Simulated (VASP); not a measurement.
Set up this calculation in VASP 6.6.1, as the native input.

- Task: single point
- Functional: PBE
- Potentials or basis: VASP PAW PBE potentials, release 64 (Te, Be)
- Cutoff: 520 eV
- k mesh: 8 × 8 × 8
- Occupations: gaussian, width 0.012 eV
- Spin: no spin polarisation
- Further INCAR settings: ALGO = Normal; EDIFF = 1e-07

The structure of BeTe lies in POSCAR:

```
BeTe
1.0
    0.0000000000      2.7700000000      2.7700000000
    2.7700000000      0.0000000000      2.7700000000
    2.7700000000      2.7700000000      0.0000000000
Te Be
1 1
Direct
    0.7500000000      0.7500000000      0.7500000000
    0.0000000000      0.0000000000      0.0000000000
```

The input as run:

INCAR

```
  ALGO = Normal
  EDIFF = 1E-7
  ENCUT = 520
  GGA = PE
  ISIF = 2
  ISMEAR = 0
  LASPH = True
  LCHARG = False
  LREAL = False
  LWAVE = False
  NELM = 80
  PREC = Accurate
  SIGMA = 0.012
```

KPOINTS

```
k-points
0
Gamma
  8 8 8
```

Potentials or basis: VASP PAW PBE potentials, release 64 (Te, Be).

Run with:

```bash
$ cat potpaw_PBE.64/Te/POTCAR potpaw_PBE.64/Be/POTCAR > POTCAR
$ mpirun -np 1 vasp_std > vasp.out
```

Results of the run:

| Item | Value |
| --- | --- |
| Pressure | 4.5 GPa |
| Band gap on the k mesh | 1.85 eV, indirect (least direct gap 3.56 eV) |

Caveat: spin-orbit coupling is left out, which moves the levels of the heavy elements.

Run time: 7 s on 1 thread of AMD EPYC 9R45 96-Core Processor (Zen 5) (shared host), peak memory 0.14 GiB.
